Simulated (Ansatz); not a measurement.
The system is BaH2.

```
Ba H
1.0
     4.46203    0.00000    0.00000
    -2.23101    3.86423    0.00000
     0.00000    0.00000    6.05529
Ba H
2 4
Direct
  0.33333 0.66667 0.25000
  0.66667 0.33333 0.75000
  0.00000 0.00000 0.00000
  0.00000 0.00000 0.50000
  0.66667 0.33333 0.25000
  0.33333 0.66667 0.75000
```

The cell comes from a database or a generator and needn't be the stable form of this composition.

```yaml
Program: Ansatz 0.2.0
Task: relaxation of cell and atoms
Functional: PBEsol
Potentials_or_basis: Ansatz PAW
Cutoff: "420 eV (not typed: the program's choice for these potentials)"
k_mesh: 7 × 7 × 5
Occupations: fermi-dirac, width 0.05 eV
Spin: no spin polarisation
```

At the start: volume 17.40 Å³/atom.

Question: Where does the relaxation end?

Answer: It ends after 6 steps and the volume is 16.08 Å³/atom (-7.6 %); space group P6_3/mmc (No. 194, to 0.05 Å).

Step by step:
```
step  energy change (eV)  largest force (eV/Å)  volume (Å³)
   1              0.0000                0.0000       104.41
   2             -0.0437                0.0000        93.76
   3             -0.0633                0.0000        97.02
   4             -0.0642                0.0000        96.61
   5             -0.0643                0.0000        96.49
   6             -0.0618                0.0000        96.49
```

Final structure:
```yaml
crystal:
  lattice:
    - [4.38457, 0.00000, 0.00000]
    - [-2.19228, 3.79714, 0.00000]
    - [0.00000, 0.00000, 5.79571]
  atoms:
    - { symbol: Ba, position: [0.33333, 0.66667, 0.25000] }
    - { symbol: Ba, position: [0.66667, 0.33333, 0.75000] }
    - { symbol: H, position: [0.00000, 0.00000, 0.00000] }
    - { symbol: H, position: [0.00000, 0.00000, 0.50000] }
    - { symbol: H, position: [0.66667, 0.33333, 0.25000] }
    - { symbol: H, position: [0.33333, 0.66667, 0.75000] }
```

Caveat: the plane-wave basis is chosen anew once the cell has moved, so the energies of steps on either side of that aren't comparable; the PAW data sets come from PBE, with cores solved anew for the run's functional, which leaves a small shift of forces and pressure.
